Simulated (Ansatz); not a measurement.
## A series in volume ratio on BN

Plane-wave density functional theory, PAW datasets, Gaussian smearing 0.05 eV: equation of state, the given cell scaled in volume with shape and atoms relaxed at each volume. The results are calculated, by Ansatz 0.2.0.

The cell before it is scaled or strained (space group F-43m, No. 216):
```
CELL_PARAMETERS angstrom
0.00000 1.81230 1.81230
1.81230 0.00000 1.81230
1.81230 1.81230 0.00000
ATOMIC_POSITIONS crystal
B 0.00000 0.00000 0.00000
N 0.75000 0.75000 0.75000
```

Settings of every row: paw set soft_2; functional PBE; spin treatment none; moment partition spheres; spin axis none; wave cutoff 420 eV; k mesh 16x16x16; symmetry use detected.

Atom hubbard u: 0 on all atoms.

```
row  volume ratio  V (Å³/atom)  pressure (GPa)  energy above given cell (meV per atom)
  1          0.96        5.715          16.342                                   11.78
  2          0.98        5.834               ?                                       ?
  3             1        5.953               0                                       0
  4          1.02        6.072          -7.085                                    2.64
  5          1.04        6.191         -13.542                                   10.36
```

Question: what pressure and energy above given cell should row 2 give?

Worked fit of pressure. Take u = (V_r/V)^(2/3) − 1 with V_r = 6.0125 Å³ an atom, which is twice the finite (Eulerian) strain; such expansions in the strain, on which the Birch-Murnaghan equation of state is built, carry the rest volume and the bulk modulus. The shown rows have u = 0.03441, 0.00665, -0.00654, -0.01932. Least squares give pressure = −3.6267 + 537.31 × u + 1249.62 × u² GPa; a straight line predicts inner rows, each left out in turn, worse (root mean square 0.55 against 0.0046 GPa). The rows lie off it by 0.000, -0.002, 0.002, -0.001. The pressure vanishes at u = 0.0066, or V = 5.953 Å³ an atom, and there the bulk modulus with shape and atoms relaxed is B = −V dP/dV = (2/3)(1 + u) dP/du = 372 GPa. The withheld row has u = 0.0203, so the fit gives −3.6267 + 537.31 × (0.0203) + 1249.62 × (0.0203)² = 7.796 GPa.

The calculation gave 7.788 GPa. The fit lies 0.008 GPa (0.027 % of the column's range) above it; its largest miss of a shown row is 0.002 GPa.

Worked fit of energy above given cell. Take u = (V_r/V)^(2/3) − 1 with V_r = 6.0125 Å³ an atom, which is twice the finite (Eulerian) strain; such expansions in the strain, on which the Birch-Murnaghan equation of state is built, carry the rest volume and the bulk modulus. The shown rows have u = 0.03441, 0.00665, -0.00654, -0.01932. Least squares give energy above given cell = 0.667 − 204.85 × u + 15341 × u² meV per atom; a straight line predicts inner rows, each left out in turn, worse (root mean square 6.8 against 0.047 meV per atom). The rows lie off it by 0.00, 0.02, -0.02, 0.01. Its lowest point lies at u = 0.0067, or V = 5.953 Å³ an atom, and the curvature there gives the bulk modulus with shape and atoms relaxed, B = (4/9)(1 + u)² E″(u)/V = 372 GPa. The withheld row has u = 0.0203, so the fit gives 0.667 − 204.85 × (0.0203) + 15341 × (0.0203)² = 2.83 meV per atom.

The calculation gave 2.87 meV per atom. The fit lies 0.04 meV per atom (1.4 % of the value, 0.34 % of the column's range) below it; its largest miss of a shown row is 0.02 meV per atom.
